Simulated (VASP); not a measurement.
Input of a VASP 6.6.1 run:

File INCAR:

```
PREC = Accurate
ENCUT = 520
EDIFF = 1E-6
ISMEAR = -1
SIGMA = 0.05
LREAL = False
LASPH = True
NELM = 80
ALGO = Normal
ISIF = 2
LWAVE = False
LCHARG = False
METAGGA = LAK
LMIXTAU = True
NBANDS = 15
```

File KPOINTS:

```
regular mesh
0
Gamma
  7 7 7
```

The input POSCAR:

```
RbBr
1.0
    0.0000000000      3.4270000000      3.4270000000
    3.4270000000      0.0000000000      3.4270000000
    3.4270000000      3.4270000000      0.0000000000
Rb Br
1 1
Direct
    0.0000000000      0.0000000000      0.0000000000
    0.5000000000      0.5000000000      0.5000000000
```

Contents of KPOINTS_OPT:

```
path GXWKGLUWLK,UX
15
line-mode
reciprocal
 0.0000000000  0.0000000000  0.0000000000  G
 0.5000000000  0.0000000000  0.5000000000  X

 0.5000000000  0.0000000000  0.5000000000  X
 0.5000000000  0.2500000000  0.7500000000  W

 0.5000000000  0.2500000000  0.7500000000  W
 0.3750000000  0.3750000000  0.7500000000  K

 0.3750000000  0.3750000000  0.7500000000  K
 0.0000000000  0.0000000000  0.0000000000  G

 0.0000000000  0.0000000000  0.0000000000  G
 0.5000000000  0.5000000000  0.5000000000  L

 0.5000000000  0.5000000000  0.5000000000  L
 0.6250000000  0.2500000000  0.6250000000  U

 0.6250000000  0.2500000000  0.6250000000  U
 0.5000000000  0.2500000000  0.7500000000  W

 0.5000000000  0.2500000000  0.7500000000  W
 0.5000000000  0.5000000000  0.5000000000  L

 0.5000000000  0.5000000000  0.5000000000  L
 0.3750000000  0.3750000000  0.7500000000  K

 0.6250000000  0.2500000000  0.6250000000  U
 0.5000000000  0.0000000000  0.5000000000  X
```

Potentials or basis: VASP PAW PBE potentials, release 64 (Rb_sv, Br).

Launch:

```sh
$ cat potpaw_PBE.64/Rb_sv/POTCAR potpaw_PBE.64/Br/POTCAR > POTCAR
$ mpirun -np 1 vasp_std > vasp.out
```

(1) What does it give for the band gap along the path?

(2) What does it give for the band gap on the k mesh?

(3) Estimate the pressure.

Results:

(1) 4.84 eV, direct.

(2) 4.84 eV, direct.

(3) 0.2 GPa.

Caveat: the PAW data sets were made with another functional, which shifts forces and pressure a little.
